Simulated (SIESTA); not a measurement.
Something may be wrong with this SIESTA 5.4.2 calculation of Cs.

Cs.fdf

```
SystemName                      Cs
SystemLabel                     Cs
NumberOfSpecies                 1
NumberOfAtoms                   3
%block ChemicalSpeciesLabel
  1  55 Cs
%endblock ChemicalSpeciesLabel
%include structure.fdf

%block kgrid.MonkhorstPack
    5   0   0  0.0
    0   5   0  0.0
    0   0   1  0.0
%endblock kgrid.MonkhorstPack
XC.Functional                   GGA
XC.Authors                      PBE
PAO.BasisSize                   DZP
PAO.EnergyShift                 0.003 Ry
Mesh.Cutoff                     500 Ry
OccupationFunction              FD
ElectronicTemperature           0.05 eV
Slab.DipoleCorrection           vacuum
MaxSCFIterations                50
SCF.MustConverge                false
SCF.Mixer.Method                Pulay
SCF.Mixer.Weight                0.25
SCF.Mixer.History               8
SCF.DM.Tolerance                5.0e-05
SCF.H.Tolerance                 1.0e-03 eV
WriteForces                     true
Charge.Mulliken                 end
%block PAO.Basis
  Cs 5
  n=5 0 2
    4.696 0.000
  n=6 0 2
    9.500 0.000
  n=5 1 2
    5.738 0.000
  n=6 1 1
    9.500
  n=5 2 1
    7.000
%endblock PAO.Basis
NetCharge                       6.0
```

File structure.fdf:

```
LatticeConstant                 1.0 Ang
%block LatticeVectors
     5.6491766949     0.0000000000     0.0000000000
     0.2941202369     5.6415149222     0.0000000000
     0.0000000000     0.0000000000    22.7783880262
%endblock LatticeVectors
AtomicCoordinatesFormat         Fractional
%block AtomicCoordinatesAndAtomicSpecies
     0.5000000000     0.5000000000     0.3292594714  1  Cs
     0.0000000000     0.0000000000     0.5000000000  1  Cs
     0.5000000000     0.5000000000     0.6707405286  1  Cs
%endblock AtomicCoordinatesAndAtomicSpecies
```

Potentials or basis: PseudoDojo 0.4 standard (PBE files), DZP (energy shift 0.003 Ry; two zetas on semicore shells; d shell added on Cs).

The run is started by

```bash
$ siesta < Cs.fdf > Cs.out 2>&1
```

Cs.out:

```text
Version         : 5.4.2

                           ***********************
                           *  WELCOME TO SIESTA  *
                           ***********************

 NOTE: Siesta V5 introduces some new defaults for basis-set generation
 NOTE: which might lead to slightly different numerical results.
 NOTE: Please see the manual for full details and compatibility measures.

reinit: Reading from standard input
reinit: Dumping input in INPUT_TMP.92223
************************** Dump of input data file ****************************
SystemName                      Cs
SystemLabel                     Cs
NumberOfSpecies                 1
NumberOfAtoms                   3
%block ChemicalSpeciesLabel
  1  55 Cs
%endblock ChemicalSpeciesLabel
%include structure.fdf
%block kgrid.MonkhorstPack
    5   0   0  0.0
    0   5   0  0.0
    0   0   1  0.0
%endblock kgrid.MonkhorstPack
XC.Functional                   GGA
XC.Authors                      PBE
PAO.BasisSize                   DZP
PAO.EnergyShift                 0.003 Ry
Mesh.Cutoff                     500 Ry
OccupationFunction              FD
[... 685 lines left out ...]
siesta: Pressure (static):
siesta:                Solid            Molecule  Units
siesta:           0.00006129         -0.00022343  Ry/Bohr**3
siesta:           0.00562784         -0.02051401  eV/Ang**3
siesta:           9.01679908        -32.86706977  kBar

Basis Enthalpy Calculation:
    Basis Pressure for species 1(Cs) :      0.2000000 GPa

    Orbital volume contribution        =           6.703255 eV
    (Free)E + p_basis*V_orbitals       =       -1776.643812 eV
    (Free)Eharris+ p_basis*V_orbitals  =       -1781.535226 eV

mulliken: Atomic and Orbital Populations:

Species: Cs
Atom  Qatom  Qorb
               5s      5s      6s      6s      5py     5pz     5px     5py
               5pz     5px     6py     6pz     6px     5dxy    5dyz    5dz2
               5dxz    5dx2-y2
   1  8.001   1.847   0.157  -0.005   0.009   1.545   1.502   1.545   0.449
              0.482   0.449  -0.003  -0.003  -0.003  -0.000   0.009   0.011

              0.009  -0.000
   2  7.999   1.940   0.062  -0.002   0.000   1.838   1.822   1.838   0.164
              0.180   0.164  -0.002  -0.003  -0.002   0.000   0.000   0.000

              0.000  -0.000
   3  5.000   1.858   0.139  -0.004   0.005   0.793   0.781   0.794   0.205
              0.213   0.205  -0.002  -0.002  -0.002  -0.000   0.005   0.006

              0.005  -0.000

mulliken: Qtot =       21.000

Mulliken Atomic Populations:
Atom #   charge [q] valence [e]  Species
     1     0.999084    8.000916  Cs
     2     1.001087    7.998913  Cs
     3     3.999829    5.000171  Cs
 Total     6.000000

siesta: Electric dipole (a.u.)  =    0.000000    0.000000    0.000000
siesta: Electric dipole (Debye) =    0.000000    0.000000    0.000000

Job completed
```

Among its messages:

```text
SCF_NOT_CONV: SCF did not converge  in maximum number of steps.
madelung: WARNING: Charged system, but not an atom or molecule.
madelung: WARNING: Continue only if you really know what you are doing.
madelung: WARNING: Energy correction terms can not be applied.
```

Problem. How did it end, and where is the flaw?

Solution. The run did not converge. The input holds a flaw that was put in on purpose: net charge far too large (NetCharge = 6.0).
